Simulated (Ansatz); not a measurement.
# SiO2: biaxial strain in the a-b plane

Aim: apply biaxial strain in the a-b plane to SiO2 from -2 to +2 %, where the length and tilt of c and the atoms relax, and follow energy, stress and any gap.

Computed with Ansatz 0.2.0 (DFT r2SCAN, scalar-relativistic, plane waves, PAW, unless a step's input says otherwise).

2 further runs of the same task are left out: 2 set aside as unsound or not needed.

### Step 1. The starting structure

Symmetry: Imma, No. 74, orthorhombic system. Conventional cell: a = 5.247 Å, b = 9.551 Å, c = 8.885 Å, α = 90.00°, β = 90.00°, γ = 90.00°. Around Si (site symmetry m) lie 4 O at 1.60 to 1.61 Å. Around O (site symmetry mm2) lie 2 Si at 1.61 Å. O (site symmetry 2) has 2 Si at 1.61 Å in its first shell of neighbours. O (site symmetry 2/m) is surrounded by 2 Si at 1.60 Å.

Coordinates:

```
CELL_PARAMETERS angstrom
-2.62355 4.77554 4.44230
2.62355 -4.77554 4.44230
2.62355 4.77554 -4.44230
ATOMIC_POSITIONS crystal
Si 0.92942 0.84483 0.08459
Si 0.73976 0.15517 0.58459
Si 0.07058 0.15517 0.91541
Si 0.26024 0.84483 0.41541
O 0.13070 0.88070 0.25000
O 0.86930 0.11930 0.75000
O 0.79283 0.50000 0.79283
O 0.20717 0.00000 0.70717
O 0.20717 0.50000 0.20717
O 0.79283 0.00000 0.29283
O 0.00000 0.00000 0.00000
O 0.50000 0.00000 0.50000
```

It goes back to an entry of the Materials Project, which need not be the stable form.

This cell was relaxed beforehand with the same method: volume 18.55 Å³/atom, gap on the mesh 6.18 eV.

### Step 2. Zero strain

input.yaml

```yaml
crystal:
  lattice:
    - [-2.6235464953, 4.7755441301, 4.4423049691]
    - [2.6235464953, -4.7755441301, 4.4423049691]
    - [2.6235464953, 4.7755441301, -4.4423049691]
  atoms:
    - { symbol: Si, position: [0.9294151599, 0.844827544, 0.0845876159] }
    - { symbol: Si, position: [0.739760072, 0.155172456, 0.5845876159] }
    - { symbol: Si, position: [0.0705848401, 0.155172456, 0.9154123841] }
    - { symbol: Si, position: [0.260239928, 0.844827544, 0.4154123841] }
    - { symbol: O, position: [0.1307005234, 0.8807005234, 0.25] }
    - { symbol: O, position: [0.8692994766, 0.1192994766, 0.75] }
    - { symbol: O, position: [0.7928299686, 0.5, 0.7928299686] }
    - { symbol: O, position: [0.2071700314, 0.0, 0.7071700314] }
    - { symbol: O, position: [0.2071700314, 0.5, 0.2071700314] }
    - { symbol: O, position: [0.7928299686, 0.0, 0.2928299686] }
    - { symbol: O, position: [0.0, 0.0, 0.0] }
    - { symbol: O, position: [0.5, 0.0, 0.5] }
basis:
  ecutwfc: 500
kpoints:
  mp_grid: { grid: [6, 6, 6] }
hamiltonian:
  xc: r2scan
scf:
  occupations: { method: gaussian, width: 0.02 }
output:
  forces: true
  stress: true
  eigenvalues: true
```

Started as:

```sh
ansatz run input.yaml --threads 2 --pin off --max-ram 5120MiB --backend cpu --events-out ev --progress --plain --runs-dir out
```

The session goes on with these runs: the gap over the whole zone; At -1.0 %; band edges over the zone at -1.0 %; the cell strained by +1.0 %; the gap over the whole zone at +1.0 %; the cell strained by -2.0 %; the gap over the whole zone at -2.0 %; strain +2.0 %; seeking the band edges at +2.0 %.

**Question.** What will these runs give? Wanted: gap shift, negative and positive side.

**Answer**, as computed:

| quantity | value |
| --- | --- |
| largest energy cost | 4.4 meV/atom at +2.0 % |
| gap shift, negative and positive side | -115, +54 meV per % |

What this shows: The energy falls by 1.5 meV/atom at -2.0 %: the reference was relaxed within its own symmetry and is no minimum along this strain. A cubic fit misses a point by 0.4 meV/atom, which a change of structure or electronic state along the series can cause, so no stiffness is quoted. The gap runs from 6.40 eV at -2.0 % through 6.18 to 6.19 eV at +2.0 %.
